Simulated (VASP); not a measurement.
# GaN (Fm-3m) in VASP: elastic constants with r2SCAN

Aim: the elastic constants of GaN with r2SCAN.

Program: VASP 6.6.1. These are calculated values, not measurements. Logs are shortened: lines on timing, memory, paths and dates and some standing lists are left out, and cuts for length are marked.

## 1. The structure

The structure is cubic, space group Fm-3m (No. 225). Conventional cell: a = 4.270 Å, b = 4.270 Å, c = 4.270 Å, α = 90.00°, β = 90.00°, γ = 90.00°. Around Ga (site symmetry m-3m) lie 6 N at 2.14 Å. N (site symmetry m-3m) has 6 Ga at 2.14 Å as nearest neighbours.

Measurements of this composition are mostly on another form, of space group No. 186.

## 2. Elastic constants, r2SCAN

POSCAR

```
GaN
1.0
    0.0000000000      2.1352350000      2.1352350000
    2.1352350000      0.0000000000      2.1352350000
    2.1352350000      2.1352350000      0.0000000000
Ga N
1 1
Direct
    0.0000000000      0.0000000000      0.0000000000
    0.5000000000      0.5000000000      0.5000000000
```

INCAR.step1

```
SYSTEM = GaN
PREC = Accurate ; ENCUT = 700
EDIFF = 1E-8 ; ISMEAR = 0
SIGMA = 0.02 ; LREAL = .FALSE.
LASPH = .TRUE. ; NELM = 80
ALGO = Normal ; ISIF = 3
LWAVE = .FALSE. ; LCHARG = .FALSE.
METAGGA = R2SCAN ; LMIXTAU = .TRUE.
IBRION = 2 ; NSW = 40
EDIFFG = -0.002
```

INCAR.step2

```
SYSTEM = GaN
PREC = Accurate ; ENCUT = 700
EDIFF = 1E-8 ; ISMEAR = 0
SIGMA = 0.02 ; LREAL = .FALSE.
LASPH = .TRUE. ; NELM = 80
ALGO = Normal ; ISIF = 3
LWAVE = .FALSE. ; LCHARG = .FALSE.
METAGGA = R2SCAN ; LMIXTAU = .TRUE.
IBRION = 6 ; NFREE = 2
POTIM = 0.015 ; NSW = 1
```

KPOINTS

```
regular mesh
0
G
  18 18 18
  0 0 0
```

Potentials or basis: VASP PAW PBE potentials, release 64 (Ga_d, N).

Run with:

```sh
$ cat potpaw_PBE.64/Ga_d/POTCAR potpaw_PBE.64/N/POTCAR > POTCAR
$ cp INCAR.step1 INCAR
$ mpirun -np 1 vasp_std > vasp.out
$ cp CONTCAR POSCAR
$ cp INCAR.step2 INCAR
$ mpirun -np 1 vasp_std > vasp.out
```

OUTCAR:

```text
SYSTEM = GaN
   PREC = Accurate
   ENCUT = 700
   EDIFF = 1E-8
   ISMEAR = 0
   LREAL = .FALSE.
   LASPH = .TRUE.
   NELM = 80
   ISIF = 3
   METAGGA = R2SCAN
   IBRION = 6
   NFREE = 2
   POTIM = 0.015
   NSW = 1

 ion  position               nearest neighbor table
   1  0.000  0.000  0.000-   2 2.11   2 2.11   2 2.11   2 2.11   2 2.11   2 2.11
   2  0.500  0.500  0.500-   1 2.11   1 2.11   1 2.11   1 2.11   1 2.11   1 2.11

  LATTYP: Found a face centered cubic cell.
 ALAT       =     4.2245729296

  Lattice vectors:

 A1 = (   0.0000000000,   2.1122864648,   2.1122864648)
 A2 = (   2.1122864648,   0.0000000000,   2.1122864648)
 A3 = (   2.1122864648,   2.1122864648,   0.0000000000)

Analysis of symmetry for initial positions (statically):
=====================================================================
 Subroutine PRICEL returns:
 Original cell was already a primitive cell.

 Routine SETGRP: Setting up the symmetry group for a
 face centered cubic supercell.

 Subroutine GETGRP returns: Found 48 space group operations
 (whereof 48 operations were pure point group operations)
 out of a pool of 48 trial point group operations.

The static configuration has the point symmetry O_h .

Analysis of symmetry for dynamics (positions and initial velocities):
=====================================================================
 Subroutine PRICEL returns:
 Original cell was already a primitive cell.

 Routine SETGRP: Setting up the symmetry group for a
 face centered cubic supercell.

 Subroutine GETGRP returns: Found 48 space group operations
 (whereof 48 operations were pure point group operations)
 out of a pool of 48 trial point group operations.

The dynamic configuration has the point symmetry O_h .

 Subroutine INISYM returns: Found 48 space group operations
 (whereof 48 operations are pure point group operations),
 and found     1 'primitive' translations

----------------------------------------------------------------------------------------

                                     Primitive cell

  volume of cell :      18.8490

  direct lattice vectors                    reciprocal lattice vectors
     0.000000000  2.112286465  2.112286465    -0.236710318  0.236710318  0.236710318
     2.112286465  0.000000000  2.112286465     0.236710318 -0.236710318  0.236710318
     2.112286465  2.112286465  0.000000000     0.236710318  0.236710318 -0.236710318

  length of vectors
     2.987224166  2.987224166  2.987224166     0.409994297  0.409994297  0.409994297

  position of ions in fractional coordinates (direct lattice)
     0.000000000  0.000000000  0.000000000
     0.500000000  0.500000000  0.500000000

  ion indices of the primitive-cell ions
   primitive index   ion index
                 1           1
                 2           2

----------------------------------------------------------------------------------------

 KPOINTS: regular mesh

Automatic generation of k-mesh.
 Grid dimensions read from file:
 generate k-points for:   18   18   18

 Generating k-lattice:

  Cartesian coordinates                     Fractional coordinates (reciprocal lattice)
    -0.013150573  0.013150573  0.013150573     0.055555556  0.000000000  0.000000000
     0.013150573 -0.013150573  0.013150573     0.000000000  0.055555556  0.000000000
     0.013150573  0.013150573 -0.013150573     0.000000000  0.000000000  0.055555556

[... 114 lines left out ...]
  -------------------------------------------------------------------------------------
  Total       -0.0065667     -0.0065667     -0.0065667      0.0000000      0.0000000      0.0000000
  in kB       -0.5581776     -0.5581776     -0.5581776      0.0000000      0.0000000      0.0000000
  external PRESSURE =      -0.5581776 kB  Pullay stress =       0.0000000 kB
[... 89 lines left out ...]
  FREE ENERGIE OF THE ION-ELECTRON SYSTEM (eV)
  ---------------------------------------------------
  free  energy   TOTEN  =       -20.9732870669 eV

  energy  without entropy=      -20.9732870669  energy(sigma->0) =      -20.97328707

[... ionic steps 4 to 14 ...]

--------------------------------------- Ionic step       15  -------------------------------------------

 number of electron      18.0000000 magnetization

------------------------ aborting loop because EDIFF is reached ----------------------------------------
[... 67 lines left out ...]
--------------------------------------- Ionic step       17  -------------------------------------------

 number of electron      17.9999998 magnetization

 Free energy of the ion-electron system (eV)
  ---------------------------------------------------
  ext. energy  EPLUGINS =         0.00000000
  ---------------------------------------------------
  free energy    TOTEN  =       -20.97791975 eV

  energy without entropy =      -20.97791975  energy(sigma->0) =      -20.97791975

 E-fermi :   7.8552     XC(G=0): -14.1835

 val. band max:        7.6860950484   @ k =   0.0000  -0.1667   0.1667
 cond. band min:       8.7929629205   @ k =   0.5000   0.5000   0.0000
 fundamental gap:      1.1068678721
 Fermi energy:         7.8551558594

 k-point     1 :       0.0000    0.0000    0.0000
  band No.  band energies     occupation
      1     -10.4022      2.00000
      2      -6.7100      2.00000
      3      -6.7100      2.00000
      4      -6.7099      2.00000
      5      -6.6420      2.00000
      6      -6.6417      2.00000
      7       7.1523      2.00000
      8       7.1530      2.00000
      9       7.1530      2.00000
     10      10.4888      0.00000
     11      23.1324      0.00000
     12      23.1324      0.00000
     13      23.1382      0.00000
[... 354 lines left out ...]
  band No.  band energies     occupation
      1      -9.2788      2.00000
      2      -6.7838      2.00000
      3      -6.7712      2.00000
      4      -6.7435      2.00000
      5      -6.6173      2.00000
      6      -6.5673      2.00000
      7       3.0200      2.00000
      8       6.8011      2.00000
      9       7.5125      2.00000
     10      13.3337      0.00000
     11      18.1510      0.00000
     12      19.6982      0.00000
     13      19.7318      0.00000

 [... further k-points ...]

------------------------ aborting loop because EDIFF is reached ----------------------------------------

  FORCE on cell =-STRESS in cart. coord.  units (eV):
  Direction    XX          YY          ZZ          XY          YZ          ZX
  --------------------------------------------------------------------------------------
  -------------------------------------------------------------------------------------
  Total        0.0060242     -0.0076681     -0.0076681      0.0000000      0.0000000      0.0000000
  in kB        0.5120615     -0.6517925     -0.6517925      0.0000000      0.0000000      0.0000000
  external PRESSURE =      -0.2638412 kB  Pullay stress =       0.0000000 kB
[... 17 lines left out ...]
  FREE ENERGIE OF THE ION-ELECTRON SYSTEM (eV)
  ---------------------------------------------------
  free  energy   TOTEN  =       -20.9779197482 eV

  energy  without entropy=      -20.9779197482  energy(sigma->0) =      -20.97791975

 INTERNAL STRAIN TENSORS FROM STRAINED CELLS
 ============================================

 INTERNAL STRAIN TENSOR FOR ION    1 for displacements in x,y,z  (eV/Angst):
          X           Y           Z          XY          YZ          ZX
  --------------------------------------------------------------------------------
  x     0.00000    -0.00000     0.00000     0.00000     0.00000    -0.00000
  y     0.00000    -0.00000     0.00000     0.00000    -0.00000     0.00000
  z    -0.00000     0.00000    -0.00000     0.00000     0.00000     0.00000

 INTERNAL STRAIN TENSORS FROM DISPLACED ATOMS
 ============================================

 INTERNAL STRAIN TENSOR FOR ION    1 for displacements in x,y,z  (eV/Angst):
          X           Y           Z          XY          YZ          ZX
  --------------------------------------------------------------------------------
  x     0.00000     0.00000     0.00000     0.00000     0.00000     0.00000
  y     0.00000     0.00000     0.00000     0.00000     0.00000     0.00000
  z     0.00000     0.00000     0.00000     0.00000     0.00000     0.00000

 INTERNAL STRAIN TENSOR FOR ION    2 for displacements in x,y,z  (eV/Angst):
          X           Y           Z          XY          YZ          ZX
  --------------------------------------------------------------------------------
  x     0.00000     0.00000     0.00000     0.00000     0.00000     0.00000
  y     0.00000     0.00000     0.00000     0.00000     0.00000     0.00000
  z     0.00000     0.00000     0.00000     0.00000     0.00000     0.00000

 Eigenvectors and eigenvalues of the dynamical matrix
 ----------------------------------------------------

   1 f  =    7.723519 THz    48.528301 2PiTHz  257.628860 cm-1    31.941893 meV
             X         Y         Z           dx          dy          dz
      0.000000  0.000000  0.000000     0.395166    0.000000   -0.000000
      2.112286  2.112286  2.112286    -0.918610   -0.000000   -0.000000
[... 21 lines left out ...]
   6 f/i=    0.116162 THz     0.729868 2PiTHz    3.874749 cm-1     0.480407 meV
             X         Y         Z           dx          dy          dz
      0.000000  0.000000  0.000000    -0.061542    0.625835    0.669617
      2.112286  2.112286  2.112286    -0.026474    0.269220    0.288054

--------------------------------------------------------------------------------------------------------

 ELASTIC MODULI CONTR FROM IONIC RELAXATION (kBar)
 Direction    XX          YY          ZZ          XY          YZ          ZX
 --------------------------------------------------------------------------------
 XX           0.0000      0.0000      0.0000      0.0000      0.0000      0.0000
 YY           0.0000      0.0000      0.0000      0.0000      0.0000      0.0000
 ZZ           0.0000      0.0000      0.0000      0.0000      0.0000      0.0000
 XY           0.0000      0.0000      0.0000      0.0000      0.0000      0.0000
 YZ           0.0000      0.0000      0.0000      0.0000      0.0000      0.0000
 ZX           0.0000      0.0000      0.0000      0.0000      0.0000      0.0000
 --------------------------------------------------------------------------------

 TOTAL ELASTIC MODULI (kBar)
 Direction    XX          YY          ZZ          XY          YZ          ZX
 --------------------------------------------------------------------------------
 XX        3741.6903   1791.2001   1791.2001     -0.0000     -0.0000      0.0000
 YY        1791.2001   3741.6903   1791.2001     -0.0000      0.0000      0.0000
 ZZ        1791.2001   1791.2001   3741.6903     -0.0000      0.0000     -0.0000
 XY          -0.0000     -0.0000     -0.0000   2311.7008      0.0000      0.0000
 YZ          -0.0000      0.0000      0.0000      0.0000   2311.7008      0.0000
 ZX           0.0000      0.0000     -0.0000      0.0000      0.0000   2311.7008
 --------------------------------------------------------------------------------
```

It took 3.2 h on 1 thread of Intel Xeon 6975P-C (Granite Rapids), shared host; peak memory 1.1 GiB.

Results:

```
Relaxed volume                                          : 9.42 Å³/atom
Relaxed cell                                            : a = 2.987 Å, b = 2.987 Å, c = 2.987 Å, α = 60.00°, β = 60.00°, γ = 60.00°
Space group after relaxing (to 0.05 Å)                  : Fm-3m (No. 225)
Elastic constants C11, C12, C44                         : 374, 179, 231 GPa
Voigt bulk modulus                                      : 244 GPa
Highest phonon frequency at Γ, LO-TO splitting left out : 258 cm⁻¹
```

Step by step:
```
step  energy change (eV)  largest force (eV/Å)  pressure (GPa)  volume (Å³)
   1              0.0000                0.0000           -7.41        19.47
   2              0.0006                0.0000            8.74        18.23
   3             -0.0153                0.0000            0.13        18.84
   4             -0.0153                0.0000           -0.03        18.85
```

Final structure:
```cif
data_structure
_symmetry_space_group_name_H-M 'P 1'
_symmetry_Int_Tables_number 1
_cell_length_a 2.9872
_cell_length_b 2.9872
_cell_length_c 2.9872
_cell_angle_alpha 60.000
_cell_angle_beta 60.000
_cell_angle_gamma 60.000
_cell_volume 18.85
loop_
_atom_site_label
_atom_site_type_symbol
_atom_site_fract_x
_atom_site_fract_y
_atom_site_fract_z
_atom_site_occupancy
Ga1 Ga 0.00000 0.00000 0.00000 1
N1 N 0.50000 0.50000 0.50000 1
```

Phonon frequencies in cm⁻¹ (negative: imaginary):
```csv
q point,frequencies
"(0.000, 0.000, 0.000)",-4 -4 -4 258 258 258
```

Elastic tensor in Voigt notation (GPa, in the Cartesian axes of the cell as first typed):
```
374 179 179   0   0   0
179 374 179   0   0   0
179 179 374   0   0   0
  0   0   0 231   0   0
  0   0   0   0 231   0
  0   0   0   0   0 231
```

Clamped-ion elastic tensor (GPa):
```
374 179 179   0   0   0
179 374 179   0   0   0
179 179 374   0   0   0
  0   0   0 231   0   0
  0   0   0   0 231   0
  0   0   0   0   0 231
```

Caveat: the PAW data sets were made with another functional, which shifts forces and pressure a little.
